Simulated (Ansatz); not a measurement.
# What strain does to HfO2 (Pca2_1)

A 12-atom cell of HfO2 (Pca2_1) from a materials database, relaxed with r2SCAN in Ansatz 0.2.0. It is orthorhombic, Pca2_1 (No. 29); conventional cell a = 5.247 Å, b = 5.030 Å, c = 5.059 Å, 11.13 Å³ an atom. Hf is surrounded by 7 O at 2.03–2.24 Å; O is surrounded by 3 Hf at 2.03–2.14 Å; O is surrounded by 4 Hf at 2.12–2.24 Å.

The axes x, y and z are those of this cell:
```yaml
crystal:
  lattice:
    - [5.24651, 0.00000, 0.00000]
    - [0.00000, 5.03037, 0.00000]
    - [0.00000, 0.00000, 5.05930]
  atoms:
    - { symbol: Hf, position: [0.03251, 0.26702, 0.24109] }
    - { symbol: Hf, position: [0.46749, 0.26702, 0.74109] }
    - { symbol: Hf, position: [0.53251, 0.73298, 0.24109] }
    - { symbol: Hf, position: [0.96749, 0.73298, 0.74109] }
    - { symbol: O, position: [0.36703, 0.07001, 0.38077] }
    - { symbol: O, position: [0.13297, 0.07001, 0.88077] }
    - { symbol: O, position: [0.73217, 0.46109, 0.49114] }
    - { symbol: O, position: [0.76783, 0.46109, 0.99114] }
    - { symbol: O, position: [0.26783, 0.53891, 0.99114] }
    - { symbol: O, position: [0.23217, 0.53891, 0.49114] }
    - { symbol: O, position: [0.86703, 0.92999, 0.38077] }
    - { symbol: O, position: [0.63297, 0.92999, 0.88077] }
```

Unstrained: With PBE the valence top lies at Γ and the conduction bottom at k = (0.266, -1/2, 0.354), 4.425 eV higher; the smallest vertical gap, at k = (0.100, 1/2, 0), is 4.638 eV. r2SCAN gives an indirect gap of 4.943 eV, from Γ to k = (0.266, -1/2, 0.354); the least direct gap is 5.164 eV at k = (0.100, 1/2, 0). The HSE06 gap is indirect, 6.083 eV (Γ to k = (0.266, -1/2, 0.354)), below the direct gap of 6.333 eV at k = (0.100, 1/2, 0). Meshes: PBE 6×6×6, r2SCAN 6×6×6, HSE06 4×4×4. Strains are changes of length per length. After each strain the atoms were relaxed again with r2SCAN within the symmetry that the strain leaves, so tilts or polar shifts that break it weren't tested; points keep the names that they have in the unstrained zone. Spin-unpolarised throughout; all numbers are computed.

Changes of the least gap in eV (an overlap counts as a negative gap):

| strain | volume change (%) | space group | PBE | r2SCAN | HSE06 | energy rise, r2SCAN (meV/atom) |
| --- | --- | --- | --- | --- | --- | --- |
| isotropic -3.0 % on every length | -8.7 | Pca2_1 | +0.267 | +0.296 | +0.306 | 69.2 |
| isotropic -2.0 % on every length | -5.9 | Pca2_1 | +0.204 | +0.220 | +0.211 | 30.0 |
| isotropic -1.0 % on every length | -3.0 | Pca2_1 | +0.086 | +0.097 | +0.096 | 7.3 |
| isotropic +1.0 % on every length | +3.0 | Pca2_1 | -0.039 | -0.046 | -0.043 | 6.6 |
| isotropic +2.0 % on every length | +6.1 | Pca2_1 | +0.005 | -0.007 | +0.002 | 24.7 |
| isotropic +3.0 % on every length | +9.3 | Pbcn | +0.254 | +0.285 | +0.288 | 37.3 |

Isotropic -3.0 % on every length. HSE06: the gap goes from 6.083 to 6.389 eV (+0.306 eV); the edges go from Γ → (0.266, -1/2, 0.354) to Γ → Y; with r2SCAN the top three valence levels at Γ, grouped 1+1+1 from the top over 184 meV, become 1+1+1 over 95 meV. Stress change with r2SCAN, compression positive: xx +26.25, yy +24.78, zz +21.95 GPa.

Isotropic -2.0 % on every length. HSE06: the gap goes from 6.083 to 6.294 eV (+0.211 eV); the edges go from Γ → (0.266, -1/2, 0.354) to Γ → (0.229, -1/2, 0.344); with r2SCAN the top three valence levels at Γ, grouped 1+1+1 from the top over 184 meV, become 1+1+1 over 95 meV. Stress change with r2SCAN, compression positive: xx +16.14, yy +15.72, zz +14.31 GPa.

Isotropic -1.0 % on every length. HSE06: the gap goes from 6.083 to 6.179 eV (+0.096 eV); the edges go from Γ → (0.266, -1/2, 0.354) to Γ–Y (0.08) → (1/4, -1/2, 0.349); with r2SCAN the top three valence levels at Γ, grouped 1+1+1 from the top over 184 meV, become 1+1+1 over 139 meV. Stress change with r2SCAN, compression positive: xx +7.33, yy +7.43, zz +6.89 GPa.

Isotropic +1.0 % on every length. HSE06: the gap goes from 6.083 to 6.040 eV (-0.043 eV); the edges go from Γ → (0.266, -1/2, 0.354) to Γ → (0.276, -1/2, 0.370). Stress change with r2SCAN, compression positive: xx -5.55, yy -6.52, zz -6.15 GPa.

Isotropic +2.0 % on every length. HSE06: the gap goes from 6.083 to 6.085 eV (+0.002 eV); the edges go from Γ → (0.266, -1/2, 0.354) to Γ → (0.276, -1/2, 0.396). Stress change with r2SCAN, compression positive: xx -8.26, yy -11.77, zz -11.00 GPa.

Isotropic +3.0 % on every length. HSE06: the gap goes from 6.083 to 6.371 eV (+0.288 eV); the edges go from Γ → (0.266, -1/2, 0.354) to Γ–Z (0.18) → Γ–Z (0.76). Stress change with r2SCAN, compression positive: xx +6.05, yy -9.32, zz -4.43 GPa.

No spin-orbit coupling is included; it can move band edges with weight on the heavy atoms by tenths of an eV.

Where an edge lies off the special points, it is a point of the mesh or the k point where a search put PBE's edge or least direct gap, reused for the other functionals, whose own edges may lie a little apart.

Coordinates of k points refer to the reciprocal vectors of the primitive cell of the runs.

The meshes of the hybrids are coarse, so their gaps aren't converged to the digits shown.

The splittings at Γ are without spin-orbit coupling, which regroups them where it is of like size or larger.
